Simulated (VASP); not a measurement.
# Si (Fd-3m) in VASP: notebook

The runs below take Si through relaxation of cell and atoms, electrostatic potential, with PBE+D3(BJ).

All numbers are computed with VASP 6.6.1; they aren't measurements. Logs are shortened: lines on timing, memory, paths and dates and some standing lists are left out, and cuts for length are marked.

## (1) The crystal as given

The structure is cubic, space group Fd-3m (No. 227). Conventional cell: a = 5.440 Å, b = 5.440 Å, c = 5.440 Å, α = 90.00°, β = 90.00°, γ = 90.00°. Around Si (site symmetry -43m) lie 4 Si at 2.36 Å.

The cell was built by a generator and needn't be a form met in nature.

## (2) Relaxation of cell and atoms, PBE+D3(BJ)

INCAR

```
SYSTEM = Si
PREC = Accurate ; ENCUT = 600
EDIFF = 1E-7 ; ISMEAR = 0
SIGMA = 0.02 ; LREAL = .FALSE.
LASPH = .TRUE. ; NELM = 120
ALGO = Normal ; ISIF = 3
LWAVE = .FALSE. ; LCHARG = .FALSE.
GGA = PE ; IVDW = 12
IBRION = 2 ; NSW = 60
EDIFFG = -0.005
```

KPOINTS

```
regular mesh
0
G
  10 10 10
  0 0 0
```

POSCAR

```
Si
1.0
    0.0000000000      2.7200000000      2.7200000000
    2.7200000000      0.0000000000      2.7200000000
    2.7200000000      2.7200000000      0.0000000000
Si
2
Direct
    0.0000000000      0.0000000000      0.0000000000
    0.2500000000      0.2500000000      0.2500000000
```

Potentials or basis: VASP PAW PBE potentials, release 64 (Si).

Command:

```bash
$ cat potpaw_PBE.64/Si/POTCAR > POTCAR
$ mpirun -np 1 vasp_std > vasp.out
```

OUTCAR:

```text
SYSTEM = Si
   PREC = Accurate
   ENCUT = 600
   EDIFF = 1E-7
   ISMEAR = 0
   LREAL = .FALSE.
   LASPH = .TRUE.
   NELM = 120
   ISIF = 3
   GGA = PE
   IVDW = 12
   IBRION = 2
   NSW = 60
   EDIFFG = -0.005
 IVDW          = 12

 ion  position               nearest neighbor table
   1  0.000  0.000  0.000-   2 2.36   2 2.36   2 2.36   2 2.36
   2  0.250  0.250  0.250-   1 2.36   1 2.36   1 2.36   1 2.36

  LATTYP: Found a face centered cubic cell.
 ALAT       =     5.4400000000

  Lattice vectors:

 A1 = (   0.0000000000,   2.7200000000,   2.7200000000)
 A2 = (   2.7200000000,   0.0000000000,   2.7200000000)
 A3 = (   2.7200000000,   2.7200000000,   0.0000000000)

Analysis of symmetry for initial positions (statically):
=====================================================================
 Subroutine PRICEL returns:
 Original cell was already a primitive cell.

 Routine SETGRP: Setting up the symmetry group for a
 face centered cubic supercell.

 Subroutine GETGRP returns: Found 48 space group operations
 (whereof 24 operations were pure point group operations)
 out of a pool of 48 trial point group operations.

The static configuration has the point symmetry T_d .
 The point group associated with its full space group is O_h .

Analysis of symmetry for dynamics (positions and initial velocities):
=====================================================================
 Subroutine PRICEL returns:
 Original cell was already a primitive cell.

 Routine SETGRP: Setting up the symmetry group for a
 face centered cubic supercell.

 Subroutine GETGRP returns: Found 48 space group operations
 (whereof 24 operations were pure point group operations)
 out of a pool of 48 trial point group operations.

The dynamic configuration has the point symmetry T_d .
 The point group associated with its full space group is O_h .

 Subroutine INISYM returns: Found 48 space group operations
 (whereof 24 operations are pure point group operations),
 and found     1 'primitive' translations

----------------------------------------------------------------------------------------

                                     Primitive cell

  volume of cell :      40.2473

  direct lattice vectors                    reciprocal lattice vectors
     0.000000000  2.720000000  2.720000000    -0.183823529  0.183823529  0.183823529
     2.720000000  0.000000000  2.720000000     0.183823529 -0.183823529  0.183823529
     2.720000000  2.720000000  0.000000000     0.183823529  0.183823529 -0.183823529

  length of vectors
     3.846660890  3.846660890  3.846660890     0.318391693  0.318391693  0.318391693

  position of ions in fractional coordinates (direct lattice)
     0.000000000  0.000000000  0.000000000
     0.250000000  0.250000000  0.250000000

  ion indices of the primitive-cell ions
   primitive index   ion index
                 1           1
                 2           2

----------------------------------------------------------------------------------------

 KPOINTS: regular mesh

Automatic generation of k-mesh.
 Grid dimensions read from file:
 generate k-points for:   10   10   10

 Generating k-lattice:

  Cartesian coordinates                     Fractional coordinates (reciprocal lattice)
    -0.018382353  0.018382353  0.018382353     0.100000000  0.000000000  0.000000000
     0.018382353 -0.018382353  0.018382353     0.000000000  0.100000000  0.000000000
     0.018382353  0.018382353 -0.018382353     0.000000000  0.000000000  0.100000000

  Length of vectors
     0.031839169  0.031839169  0.031839169

  Shift w.r.t. Gamma in fractional coordinates (k-lattice)
     0.000000000  0.000000000  0.000000000

 Subroutine IBZKPT returns following result:
 ===========================================

 Found     47 irreducible k-points:

 Following reciprocal coordinates:
            Coordinates               Weight
  0.000000  0.000000  0.000000      1.000000
  0.100000  0.000000  0.000000      8.000000
  0.200000  0.000000  0.000000      8.000000
  0.300000  0.000000  0.000000      8.000000
  0.400000  0.000000  0.000000      8.000000
  0.500000  0.000000  0.000000      4.000000
[... 16 lines left out ...]
  0.300000  0.300000  0.000000      6.000000
  0.400000  0.300000  0.000000     24.000000
 [... further k-points ...]
   k-points           NKPTS =     47   k-points in BZ     NKDIM =     47   number of bands    NBANDS=      8
   number of dos      NEDOS =    301   number of ions     NIONS =      2
   total plane-waves  NPLWV =  32768
   dimension x,y,z NGX =    32 NGY =   32 NGZ =   32
   dimension x,y,z NGXF=    64 NGYF=   64 NGZF=   64
   ions per type =               2
   NGX,Y,Z   is equivalent  to a cutoff of  13.83, 13.83, 13.83 a.u.
   NGXF,Y,Z  is equivalent  to a cutoff of  27.66, 27.66, 27.66 a.u.
 SYSTEM =  Si
   PREC   = accura    normal or accurate (medium, high low for compatibility)
   ISTART =      0    job   : 0-new  1-cont  2-samecut
   ICHARG =      2    charge: 1-file 2-atom 10-const
   ISPIN  =      1    spin polarized calculation?
   LNONCOLLINEAR =      F non collinear calculations
   LSORBIT =      F    spin-orbit coupling
   LASPH  =      T    aspherical Exc in radial PAW
   ENCUT  =  600.0 eV  44.10 Ry    6.64 a.u.   7.68  7.68  7.68*2*pi/ulx,y,z
   NELM   =    120;   NELMIN=  2; NELMDL= -5     # of ELM steps
   EDIFF  = 0.1E-06   stopping-criterion for ELM
   LREAL  =      F    real-space projection
   EDIFFG = -.5E-02   stopping-criterion for IOM
   NSW    =     60    number of steps for IOM
   IBRION =      2    ionic relax: 0-MD 1-quasi-New 2-CG
   NFREE  =      1    steps in history (QN), initial steepest desc. (CG)
   ISIF   =      3    stress and relaxation
   ISYM   =      2    0-nonsym 1-usesym 2-fastsym
   POTIM  = 0.5000    time-step for ionic-motion
   TEBEG  =    0.0;   TEEND  =   0.0 temperature during run
   PSTRESS=    0.0 pullay stress
   NELECT =       8.0000    total number of electrons
   NUPDOWN=      -1.0000    fix difference up-down
   EMIN   =  10.00;   EMAX   =-10.00  energy-range for DOS
   EFERMI =   0.00;   METHOD = LEGACY
   ISMEAR =     0;   SIGMA  =   0.02  broadening in eV -4-tet -1-fermi 0-gaus
   EFERMI_NEDOS =   21; number of points for ismear=-14 and -15
   IALGO  =     38    algorithm
   IMIX   =      4    mixing-type and parameters
     AMIX     =   0.40;   BMIX     =  1.00
     AMIX_MAG =   1.60;   BMIX_MAG =  1.00
  volume/ion in A,a.u.               =      20.12       135.80
  Fermi-wavevector in a.u.,A,eV,Ry     =   0.955416  1.805475 12.419671  0.912820
  Thomas-Fermi vector in A             =   2.084252
   LORBIT       =      0    0 simple, 1 ext, 2 COOP (PROOUT), +10 PAW based schemes
   GGA     = PE    functional components
   LHFCALC =     F    Hartree Fock is set to
   AEXX    =    0.0000 exact exchange contribution
   IVDW    =    12    specifies the selected vdW correction
   LEPSILON=     F    determine dielectric tensor
   LRPA    =     F    only Hartree local field effects (RPA)
 conjugate gradient relaxation of ions
 non-spin polarized calculation
 Gauss-broadening in eV      SIGMA  =   0.02
  energy-cutoff  :      600.00
  volume of cell :       40.25
 maximum number of plane-waves:      1363
   NGX = 15   NGY = 15   NGZ = 15

--------------------------------------- Ionic step        1  -------------------------------------------

 number of electron       8.0000000 magnetization

 Free energy of the ion-electron system (eV)
  ---------------------------------------------------
  ext. energy  EPLUGINS =         0.00000000
  ---------------------------------------------------
  free energy    TOTEN  =       -10.84645749 eV

  energy without entropy =      -10.84645749  energy(sigma->0) =      -10.84645749

------------------------ aborting loop because EDIFF is reached ----------------------------------------

 Edisp (eV)   -0.62515

 E8    (eV) :    -0.2592

  FORCE on cell =-STRESS in cart. coord.  units (eV):
  Direction    XX          YY          ZZ          XY          YZ          ZX
  --------------------------------------------------------------------------------------
  -------------------------------------------------------------------------------------
  Total      -0.24833    -0.24833    -0.24833     0.00000    -0.00000    -0.00000
  in kB      -9.88543    -9.88543    -9.88543     0.00000    -0.00000    -0.00000
  external pressure =       -9.89 kB  Pullay stress =        0.00 kB
[... 61 lines left out ...]
  energy  without entropy=      -11.4724458672  energy(sigma->0) =      -11.47244587

--------------------------------------- Ionic step        3  -------------------------------------------

 number of electron       7.9999999 magnetization

 Free energy of the ion-electron system (eV)
  ---------------------------------------------------
  ext. energy  EPLUGINS =         0.00000000
  ---------------------------------------------------
  free energy    TOTEN  =       -10.84094231 eV

  energy without entropy =      -10.84094231  energy(sigma->0) =      -10.84094231

 E-fermi :   6.0303     XC(G=0):  -9.4324

 val. band max:        5.8866574832   @ k =   0.0000   0.0000   0.0000
 cond. band min:       6.4579794742   @ k =   0.4000   0.4000   0.0000
 fundamental gap:      0.5713219910
 Fermi energy:         6.0303013879

 k-point     1 :       0.0000    0.0000    0.0000
  band No.  band energies     occupation
      1      -6.1119      2.00000
      2       5.8867      2.00000
      3       5.8867      2.00000
      4       5.8867      2.00000
      5       8.4548      0.00000
      6       8.4548      0.00000
      7       8.4548      0.00000
      8       9.3298      0.00000
[... 243 lines left out ...]
 k-point    24 :       0.4000    0.3000    0.0000
  band No.  band energies     occupation
      1      -3.9382      2.00000
      2       0.4615      2.00000
      3       3.0165      2.00000
      4       3.4414      2.00000
      5       6.9303      0.00000
      6       8.1261      0.00000
      7      12.8733      0.00000
      8      12.9804      0.00000

 [... further k-points ...]

------------------------ aborting loop because EDIFF is reached ----------------------------------------

 Edisp (eV)   -0.63206

 E8    (eV) :    -0.2621

  FORCE on cell =-STRESS in cart. coord.  units (eV):
  Direction    XX          YY          ZZ          XY          YZ          ZX
  --------------------------------------------------------------------------------------
  -------------------------------------------------------------------------------------
  Total       0.00201     0.00201     0.00201    -0.00000     0.00000    -0.00000
  in kB       0.08101     0.08101     0.08101    -0.00000     0.00000    -0.00000
  external pressure =        0.08 kB  Pullay stress =        0.00 kB
[... 17 lines left out ...]
  FREE ENERGIE OF THE ION-ELECTRON SYSTEM (eV)
  ---------------------------------------------------
  free  energy   TOTEN  =       -11.4729980035 eV

  energy  without entropy=      -11.4729980035  energy(sigma->0) =      -11.47299800

 reached required accuracy - stopping structural energy minimisation
```

It took 12 s on 1 thread of Intel Xeon 6975P-C (Granite Rapids), shared host; peak memory 0.18 GiB.

Results:

```
Free energy                            : -11.4730 eV
Relaxed volume                         : 19.90 Å³/atom
Relaxed cell                           : a = 3.832 Å, b = 3.832 Å, c = 3.832 Å, α = 60.00°, β = 60.00°, γ = 60.00°
Space group after relaxing (to 0.05 Å) : Fd-3m (No. 227)
Energy gained by relaxing              : 0.7 meV/atom
Ionic steps                            : 3
Pressure after relaxing                : 0.0 GPa
Band gap on the k mesh                 : 0.57 eV, indirect (least direct gap 2.57 eV)
Dispersion energy per atom             : -0.316 eV
```

Step by step:
| step | energy change (eV) | largest force (eV/Å) | pressure (GPa) | volume (Å³) |
| --- | --- | --- | --- | --- |
| 1 | 0.0000 | 0.0000 | -0.99 | 40.25 |
| 2 | -0.0008 | 0.0000 | 0.66 | 39.53 |
| 3 | -0.0014 | 0.0000 | 0.01 | 39.80 |

Final structure:
```
Si
1.0
     0.00000    2.70994    2.70994
     2.70994    0.00000    2.70994
     2.70994    2.70994    0.00000
Si
2
Direct
  0.00000 0.00000 0.00000
  0.25000 0.25000 0.25000
```

## (3) Electrostatic potential, PBE+D3(BJ)

This run uses another cell than the first one, of 19.90 Å³/atom, 0.989 times its volume.

INCAR

```
PREC     = Accurate       # precision mode
ENCUT    = 520            # plane-wave cutoff, eV
EDIFF    = 1E-7           # SCF threshold, eV
ISMEAR   = 0              # smearing method
SIGMA    = 0.02           # smearing width, eV
LREAL    = False          # projectors in reciprocal space
LASPH    = True           # aspherical terms in the spheres
NELM     = 80             # most SCF steps
ALGO     = Normal         # electronic algorithm
ISIF     = 2              # what is computed and relaxed
LWAVE    = False          # write WAVECAR
LCHARG   = True           # write CHGCAR
GGA      = PE             # functional
IVDW     = 12             # dispersion correction
LVHAR    = True
```

KPOINTS

```
Automatic mesh
0
Gamma
  10 10 10
```

POSCAR

```
Si                                      
1.0
   -0.0000000000      2.7099401356      2.7099401356
    2.7099401356     -0.0000000000      2.7099401356
    2.7099401356      2.7099401356     -0.0000000000
  Si            
     2
Direct
     0.0000000000000000    0.0000000000000000    0.0000000000000000
     0.2500000000000000    0.2500000000000000    0.2500000000000000
```

Potentials or basis: VASP PAW PBE potentials, release 64 (Si).

Command:

```bash
$ cat potpaw_PBE.64/Si/POTCAR > POTCAR
$ mpirun -np 1 vasp_std > vasp.out
```

Wall time 7.5 s (1 thread of Intel Xeon 6975P-C (Granite Rapids), shared host); peak memory 0.16 GiB.

The run converged. Its results:

| Item | Value |
| --- | --- |
| Free energy | -11.4729 eV |
| Pressure | 0.0 GPa |
| Band gap on the k mesh | 0.57 eV, indirect (least direct gap 2.57 eV) |
| Dispersion energy per atom | -0.316 eV |

Levels at points of the mesh, in eV from the valence-band top:
```csv
k point,band 1,band 2,band 3,band 4,band 5,band 6,band 7,band 8
"(0.00, 0.00, 0.00)",-12.00,0.00,0.00,0.00,2.57,2.57,2.57,3.44
"(0.50, 0.00, 0.00)",-9.65,-6.99,-1.20,-1.20,1.56,3.34,3.34,7.74
"(0.50, 0.50, 0.00)",-7.83,-7.83,-2.86,-2.86,0.70,0.70,10.17,10.17
```
